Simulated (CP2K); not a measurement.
## ZrO2 under changes of volume

One of the cells (10.990 Å³/atom); the others are scaled copies at fixed shape and fractional positions:

```
Zr O
1.0
     3.59928    0.00000    0.00000
     1.79964    3.11706    0.00000
     1.79964    1.03902    2.93880
Zr O
1 2
Direct
  0.00000 0.00000 0.00000
  0.75000 0.75000 0.75000
  0.25000 0.25000 0.25000
```

Measurements of this composition are mostly on another form, of space group No. 14.

```yaml
Program: CP2K 2026.2
Functional: PBE
Potentials_or_basis: POTENTIAL_UZH Zr GTH-PBE-q12, O GTH-PBE-q6; TZVP-MOLOPT-PBE-GTH basis
Density_cutoff: 8163 eV
k_mesh: 9 × 9 × 9
Occupations: fermi-dirac, width 0.05 eV
Spin: no spin polarisation
```

```csv
volume (Å³/atom),energy over the lowest point (meV/atom),pressure (GPa),gap on the mesh (eV)
10.331,63.90,24.0,3.66
10.551,?,?,?
10.770,16.11,11.2,3.54
10.990,4.49,5.8,3.49
11.210,0.00,0.8,3.43
11.430,1.94,-3.6,3.37
11.650,9.47,-7.6,3.32
```

Q: What does the run at 10.551 Å³/atom give?

A: Energy over the lowest point 35.63 meV/atom; pressure 17.3 GPa; gap on the mesh 3.60 eV.

Worked out: A Birch-Murnaghan fit of order 3 (a polynomial in V^(-2/3)) to the other rows has its minimum at 11.25 Å³/atom with B0 = V·E''(V) = 232 GPa and B' = 4.7. It gives 35.52 meV/atom at 10.551 Å³/atom, against the run's 35.63, and -dE/dV = 17.3 GPa, against 17.3. A straight line through the other rows of the gap, of slope -2.84 eV per unit of ln V, gives 3.60 eV, against the run's 3.60.

Energies are extrapolated to zero smearing.

Caveats: an odd mesh through Γ misses points on the zone boundary, where band edges often lie; the basis of atomic orbitals isn't converged, which shifts pressures, moduli and gaps. Spin-orbit coupling on Zr is left out.
